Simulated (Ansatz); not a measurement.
Runs of Ansatz 0.2.0 on Bi2Te3 (Tellurobismuthite). The structure is trigonal, space group R-3m (No. 166). Conventional cell: a = 4.386 Å, b = 4.386 Å, c = 30.497 Å, α = 90.00°, β = 90.00°, γ = 120.00°. Bi (site symmetry 3m) is surrounded by 6 Te at 3.07 to 3.25 Å. Te (site symmetry 3m) is surrounded by 3 Bi at 3.07 Å. Te (site symmetry -3m) has 6 Bi at 3.25 Å as nearest neighbours. 

```tsv
cell	target pressure (GPa)	gap on the mesh (eV)	pressure (GPa)
relaxed to 20 GPa	20	none	20.0
relaxed to 2 GPa	2	(a)	2.0
relaxed	0	0.50	0.0
relaxed to 5 GPa	5	0.24	5.0
relaxed to 10 GPa	10	0.24	10.0
relaxed to 30 GPa	30	none	30.0
```

Alike in all rows: task relaxation of cell and atoms; level PBE; potentials or basis Ansatz PAW; no spin polarisation; k mesh 7 × 7 × 7; cutoff (eV) 420; smearing fermi-dirac 0.05 eV.

Estimate the missing entries.

(a) 0.27.

Caveats: the plane-wave basis is chosen anew once the cell has moved, so the energies of steps on either side of that aren't comparable; odd divisions of the mesh miss points on the zone boundary, where band edges often lie, so the gap on the mesh can be too wide (some runs); spin-orbit coupling is left out, which as a rule narrows the gap of such compounds by several tenths of an eV (some runs); spin-orbit coupling is left out, which moves the levels of the heavy elements (some runs).

A k mesh can miss the band edges, and the runs leave out spin-orbit coupling on Bi, Te.

A gap of «none» marks a metal or a gap under the smearing width.
